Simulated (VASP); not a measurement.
A run of VASP 6.6.1 is set up as follows.

Contents of INCAR:

```
  PREC = Accurate
  ENCUT = 520
  EDIFF = 1E-6
  ISMEAR = -1
  SIGMA = 0.05
  LREAL = F
  LASPH = T
  NELM = 100
  ALGO = Normal
  ISIF = 2
  LWAVE = F
  LCHARG = F
  METAGGA = RTPSS
  LMIXTAU = T
  NBANDS = 21
```

The input KPOINTS:

```
Automatic mesh
0
Gamma
  8 8 8
```

File POSCAR:

```
Ge
1.0
    0.0000000000      2.8289100000      2.8289100000
    2.8289100000      0.0000000000      2.8289100000
    2.8289100000      2.8289100000      0.0000000000
Ge
2
Direct
    0.7500000000      0.7500000000      0.7500000000
    0.5000000000      0.5000000000      0.5000000000
```

Contents of KPOINTS_OPT:

```
path GXWKGLUWLK,UX
10
line-mode
reciprocal
 0.0000000000  0.0000000000  0.0000000000  G
 0.5000000000  0.0000000000  0.5000000000  X

 0.5000000000  0.0000000000  0.5000000000  X
 0.5000000000  0.2500000000  0.7500000000  W

 0.5000000000  0.2500000000  0.7500000000  W
 0.3750000000  0.3750000000  0.7500000000  K

 0.3750000000  0.3750000000  0.7500000000  K
 0.0000000000  0.0000000000  0.0000000000  G

 0.0000000000  0.0000000000  0.0000000000  G
 0.5000000000  0.5000000000  0.5000000000  L

 0.5000000000  0.5000000000  0.5000000000  L
 0.6250000000  0.2500000000  0.6250000000  U

 0.6250000000  0.2500000000  0.6250000000  U
 0.5000000000  0.2500000000  0.7500000000  W

 0.5000000000  0.2500000000  0.7500000000  W
 0.5000000000  0.5000000000  0.5000000000  L

 0.5000000000  0.5000000000  0.5000000000  L
 0.3750000000  0.3750000000  0.7500000000  K

 0.6250000000  0.2500000000  0.6250000000  U
 0.5000000000  0.0000000000  0.5000000000  X
```

Potentials or basis: VASP PAW PBE potentials, release 64 (Ge_d).

The run is started by

```console
$ cat potpaw_PBE.64/Ge_d/POTCAR > POTCAR
$ mpirun -np 1 vasp_std > vasp.out
```

Task: What does it give for the band gap along the path?

Result: 0.17 eV, direct.

Task: What does it give for the pressure?

Result: -3.6 GPa.

Task: Estimate the band gap on the k mesh.

Result: 0.17 eV, direct.

Levels at the corners of the path, in eV from the valence-band top:
```
point  band 10  band 11  band 12  band 13  band 14  band 15  band 16  band 17  band 18  band 19
    Γ   -24.96   -12.97     0.00     0.00     0.00     0.17     2.58     2.58     2.58     6.25
    X   -24.92    -9.00    -9.00    -3.13    -3.13     0.66     0.66     9.72     9.72    11.73
    X   -24.92    -9.00    -9.00    -3.13    -3.13     0.66     0.66     9.72     9.72    11.73
    W   -24.91    -8.90    -8.90    -4.00    -4.00     4.41     4.41     4.65     4.65    11.15
    W   -24.91    -8.90    -8.90    -4.00    -4.00     4.41     4.41     4.65     4.65    11.15
    K   -24.91    -9.47    -8.40    -4.44    -2.68     1.09     4.09     7.33     7.51     8.18
    K   -24.91    -9.47    -8.40    -4.44    -2.68     1.09     4.09     7.33     7.51     8.18
    Γ   -24.96   -12.97     0.00     0.00     0.00     0.17     2.58     2.58     2.58     6.25
    Γ   -24.96   -12.97     0.00     0.00     0.00     0.17     2.58     2.58     2.58     6.25
    L   -24.94   -10.83    -7.71    -1.42    -1.42     0.20     3.76     3.76     6.98    10.51
    L   -24.94   -10.83    -7.71    -1.42    -1.42     0.20     3.76     3.76     6.98    10.51
    U   -24.91    -9.47    -8.40    -4.44    -2.68     1.09     4.09     7.33     7.51     8.18
    U   -24.91    -9.47    -8.40    -4.44    -2.68     1.09     4.09     7.33     7.51     8.18
    W   -24.91    -8.90    -8.90    -4.00    -4.00     4.41     4.41     4.65     4.65    11.15
    W   -24.91    -8.90    -8.90    -4.00    -4.00     4.41     4.41     4.65     4.65    11.15
    L   -24.94   -10.83    -7.71    -1.42    -1.42     0.20     3.76     3.76     6.98    10.51
    L   -24.94   -10.83    -7.71    -1.42    -1.42     0.20     3.76     3.76     6.98    10.51
    K   -24.91    -9.47    -8.40    -4.44    -2.68     1.09     4.09     7.33     7.51     8.18
    U   -24.91    -9.47    -8.40    -4.44    -2.68     1.09     4.09     7.33     7.51     8.18
    X   -24.92    -9.00    -9.00    -3.13    -3.13     0.66     0.66     9.72     9.72    11.73
```

Caveat: the PAW data sets were made with another functional, which shifts forces and pressure a little.

**Measured values to compare with.**

“Electronic and optical properties of SixGe1-x-ySny alloys lattice-matched to Ge”, 2021, arxiv:2109.02782 reports, for a bulk crystal of Ge at 293 K: band gap 0.666 eV (indirect).

Against the measured gap of Ge, 0.666 eV (indirect; 293 K; “Electronic and optical properties of SixGe1-x-ySny alloys lattice-matched to Ge”, 2021, arxiv:2109.02782), the calculated 0.17 eV is off by -0.49 eV. 3 values of this kind are on record (0.666 to 0.807 eV); this one was drawn at random among those near their median. Spin-orbit coupling on Ge is left out. The value is that of revTPSS, without temperature or zero-point motion.
